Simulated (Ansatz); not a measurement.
**KI: band gap under strain**

Aim: follow the gap of KI in the rocksalt structure through these states: +4.9 % strain along x alone; +4.7 % shear in the xy plane; +2.7 % biaxial strain in x and y, z held. The table at the end shows which levels were run.

The runs shown are made with Ansatz 0.2.0. PAW datasets, plane waves. Spin-unpolarised throughout; all numbers are computed.

## Step 1: Starting point

The unstrained cell was relaxed with r2SCAN; in each strained cell the atoms were relaxed again with r2SCAN. Names of k-points are those of the unstrained zone, where strain can split equivalent points. First state: +4.9 % strain along x alone.

The symmetry is I4/mmm (No. 139, tetragonal); conventional cell a = 5.012 Å, c = 7.435 Å, 46.70 Å³ an atom. K has 6 I at 3.54–3.72 Å; I has 6 K at 3.54–3.72 Å.

Coordinates:

```cif
data_structure
_symmetry_space_group_name_H-M 'P 1'
_symmetry_Int_Tables_number 1
_cell_length_a 5.0124
_cell_length_b 5.1364
_cell_length_c 5.1364
_cell_angle_alpha 58.409
_cell_angle_beta 60.796
_cell_angle_gamma 60.796
_cell_volume 93.40
loop_
_atom_site_label
_atom_site_type_symbol
_atom_site_fract_x
_atom_site_fract_y
_atom_site_fract_z
_atom_site_occupancy
K1 K 0.00000 0.00000 0.00000 1
I1 I 0.50000 0.50000 0.50000 1
```

## Step 2: +4.9 % strain along x alone: PBE

Input file input.yaml:

```yaml
crystal:
  lattice:
    - [0.0, 3.544285025, 3.544285025]
    - [3.7176005627, 0.0, 3.544285025]
    - [3.7176005627, 3.544285025, 0.0]
  atoms:
    - { symbol: K, position: [0.0, 0.0, 0.0] }
    - { symbol: I, position: [0.5, 0.5, 0.5] }
kpoints:
  mp_grid: { grid: [6, 6, 6] }
  band_path:
    path:
      - [0.0, 0.0, 0.0]
      - [0.5, 0.0, 0.5]
      - [0.625, 0.25, 0.625]
      - [0.375, 0.375, 0.75]
      - [0.5, 0.5, 0.5]
      - [0.5, 0.25, 0.75]
    npoints: 1
hamiltonian:
  xc: pbe
scf:
  occupations: { method: fermi_dirac, width: 0.02 }
  n_extra_bands: 4
output:
  forces: true
  stress: true
  eigenvalues: true
```

Run with:

```bash
ansatz run input.yaml --threads 4 --pin off --max-ram 3686MiB --backend cpu --events-out ev --progress --plain --runs-dir out
```

After this run come: +4.9 % strain along x alone: r2SCAN; +4.9 % strain along x alone: HSE06; +4.7 % shear in the xy plane: PBE; +4.7 % shear in the xy plane: r2SCAN; +4.7 % shear in the xy plane: HSE06; +2.7 % biaxial strain in x and y, z held: PBE; +2.7 % biaxial strain in x and y, z held: r2SCAN; +2.7 % biaxial strain in x and y, z held: HSE06.

**Question.** What will these runs give?

The runs gave:

Least gap in eV (negative: overlap):

```
                                   state   PBE  r2SCAN  HSE06
             +4.9 % strain along x alone  3.84    4.46   4.82
            +4.7 % shear in the xy plane  3.87    4.51   4.87
+2.7 % biaxial strain in x and y, z held  3.83    4.45   4.81
```

In words: Where both were run, the HSE06 gap lies +0.98 to +0.99 eV from PBE's, each on its own k points. In PBE the gap is least under +2.7 % biaxial strain in x and y, z held (3.83 eV) and largest under +4.7 % shear in the xy plane (3.87 eV). Spin-orbit coupling is left out of the table, though the cell holds I (Z = 53); in an element this heavy it can shift bands and gaps by tenths of an eV.
